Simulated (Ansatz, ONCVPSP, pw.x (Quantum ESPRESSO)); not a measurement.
## Equation-of-state test of one ONCV potential (nickel (Ni))

ONCVPSP 4.0.1.1 (patched build) input, shortened (lines: element, Z, core and valence counts, functional; n l f; lmax; l rc ep ncon nbas qcut; lloc lpopt rc5 dvloc0; l nproj debl; icmod fcfact rcfact), PBE, scalar-relativistic:

```
  Ni 28.00    3    5        4      upf
    1    0    2.00
    2    0    2.00
    2    1    6.00
    3    0    2.00
    3    1    6.00
    3    2    8.00
    4    0    1.75
    4    1    0.25
    2
    0    1.05    0.00    4    9   14.10
    1    1.50    0.00    4    7   10.70
    2    1.20    0.00    3    7   12.70
    4    2    0.80    0.00
    0    2    1.80
    1    3    2.40
    2    1    2.80
    3    2.50    1.75
```

Atomic tests: cutoffs needed: 63 Ha and 73 Ha (the cutoffs (Ha) at which the residual kinetic energy of the hardest occupied pseudo-wave falls to 1 and 0.1 mHa per electron); ghost test: no bound ghost flagged; no localised positive-energy state flagged; configuration tests: 1 of 4 tests not solved or not reliable.

Crystal test: bcc Ni in pw.x 7.5, no spin, 16³ k-points, Fermi–Dirac smearing 0.01 Ry, cutoffs 170/680 Ry. The reference is all-electron LAPW (Ansatz 0.2.0) with the same functional, mesh and smearing; V0 and B0 come from Birch–Murnaghan fits to the pressures at five volumes. Errors are pseudo minus all-electron; Δ is the rms difference of the E(V) curves that follow from these fits, minima aligned, over ±6 % about the mean V0. Mesh and smearing are coarse, so the numbers serve the comparison and aren't converged zero-temperature values; the lattice is a test structure that the element need not adopt. Spin polarisation and strong correlation are left out, which matters for this element.

```json
{"V (Å³/atom)": "10.434", "P all-electron (GPa)": "10.64", "P pseudo (GPa)": "11.27"}
{"V (Å³/atom)": "10.708", "P all-electron (GPa)": "4.67", "P pseudo (GPa)": "5.31"}
{"V (Å³/atom)": "10.983", "P all-electron (GPa)": "-0.48", "P pseudo (GPa)": "0.08"}
{"V (Å³/atom)": "11.258", "P all-electron (GPa)": "-4.92", "P pseudo (GPa)": "-4.37"}
{"V (Å³/atom)": "11.532", "P all-electron (GPa)": "-8.74", "P pseudo (GPa)": "-8.23"}
```

All-electron: a0 = 2.798 Å (V0 = 10.96 Å³/atom), B0 = 193.3 GPa.

Pseudopotential: mean pressure error (GPa): +0.58; a0 (Å): 2.801; a0 error (%): +0.10; B0 error (%): -0.8; Δ (meV/atom): 1.4. Atomic configuration tests: 1 of 4 tests not solved or not reliable.

At the middle volume, how do free energy and pressure move when the wave cutoff is lowered (ecutrho kept at four times it)?

| cutoff (Ry) | shift of F (meV/atom) | shift of P (GPa) |
| --- | --- | --- |
| 76 | +31410.9 | -1590.50 |
| 102 | +3863.6 | -360.09 |
| 136 | +75.2 | -14.24 |

The run at the middle volume (145 k-points, 7 iterations) took about 2.2 min on one core of a shared host (Neoverse-N1, 64 threads, 124 GiB, load 58).
